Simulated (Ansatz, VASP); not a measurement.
**BaZrO3 in VASP and in Ansatz**

The input INCAR:

```
ALGO = Normal
EDIFF = 1E-6
ENCUT = 520
GGA = PS
ISIF = 2
ISMEAR = 0
LASPH = T
LCHARG = F
LREAL = F
LWAVE = F
NBANDS = 51
NELM = 100
PREC = Accurate
SIGMA = 0.05
```

KPOINTS

```
k-points
0
Gamma
  6 6 6
```

The input POSCAR:

```
BaZrO3
1.0
   -2.9485963813      2.9485963813      4.1901143166
    2.9485963813     -2.9485963813      4.1901143166
    2.9485963813      2.9485963813     -4.1901143166
Ba Zr O
2 2 6
Direct
    0.7500000000      0.2500000000      0.5000000000
    0.2500000000      0.7500000000      0.5000000000
    0.0000000000      0.0000000000      0.0000000000
    0.5000000000      0.5000000000      0.0000000000
    0.7500000000      0.7500000000      0.0000000000
    0.2500000000      0.2500000000      0.0000000000
    0.2260805078      0.7260805078      0.9521610157
    0.7739194922      0.2739194922      0.0478389843
    0.7260805078      0.7739194922      0.5000000000
    0.2739194922      0.2260805078      0.5000000000
```

Input for Ansatz:

```yaml
crystal:
  lattice:
    - [-2.9485963813, 2.9485963813, 4.1901143166]
    - [2.9485963813, -2.9485963813, 4.1901143166]
    - [2.9485963813, 2.9485963813, -4.1901143166]
  atoms:
    - { symbol: Ba, position: [0.75, 0.25, 0.5] }
    - { symbol: Ba, position: [0.25, 0.75, 0.5] }
    - { symbol: Zr, position: [0.0, 0.0, 0.0] }
    - { symbol: Zr, position: [0.5, 0.5, 0.0] }
    - { symbol: O, position: [0.75, 0.75, 0.0] }
    - { symbol: O, position: [0.25, 0.25, 0.0] }
    - { symbol: O, position: [0.2260805078, 0.7260805078, 0.9521610157] }
    - { symbol: O, position: [0.7739194922, 0.2739194922, 0.0478389843] }
    - { symbol: O, position: [0.7260805078, 0.7739194922, 0.5] }
    - { symbol: O, position: [0.2739194922, 0.2260805078, 0.5] }
basis:
  ecutwfc: 420
kpoints:
  mp_grid: { grid: [6, 6, 6] }
hamiltonian:
  xc: pbesol
scf:
  occupations: { method: gaussian, width: 0.05 }
output:
  forces: true
  stress: true
  eigenvalues: true
```

Measurements of this composition are mostly on another form, of space group No. 221.

Alike in both runs: task single point; functional PBEsol; k mesh 6 × 6 × 6; occupations gaussian, width 0.05 eV; no spin polarisation.

|  | VASP | Ansatz |
| --- | --- | --- |
| version | VASP 6.6.1 | Ansatz 0.2.0 |
| potentials or method | VASP PAW PBE potentials, release 64 (Ba_sv, Zr_sv, O) | scalar-relativistic, plane waves, PAW |
| plane-wave cutoff (eV) | 520 | 420 |
| valence electrons in the cell | 80 | 80 |

VASP gave:

```
gap on the k mesh at the Fermi level (eV)       : 3.22
least direct gap on the mesh (eV)               : 3.23
pressure (GPa)                                  : 1.2
largest component of the traceless stress (GPa) : 0.06
rms of the force components (eV/Å)              : 0.013
```

Q: Estimate Ansatz's values.

A: gap on the k mesh at the Fermi level (eV): 3.26; least direct gap on the mesh (eV): 3.27; pressure (GPa): 0.0; largest component of the traceless stress (GPa): 0.00; rms of the force components (eV/Å): 0.000.

Atom by atom the forces differ by 0.013 eV/Å (rms over components). With one functional, cell and mesh, what is left measures potentials, basis and numerics.

Caveats: the PAW data sets were made with another functional, which shifts forces and pressure a little (VASP); spin-orbit coupling is left out, which moves the levels of the heavy elements. A k mesh can miss the band edges. Expect the measured gap to be larger: semilocal functionals such as PBEsol lack the derivative discontinuity.
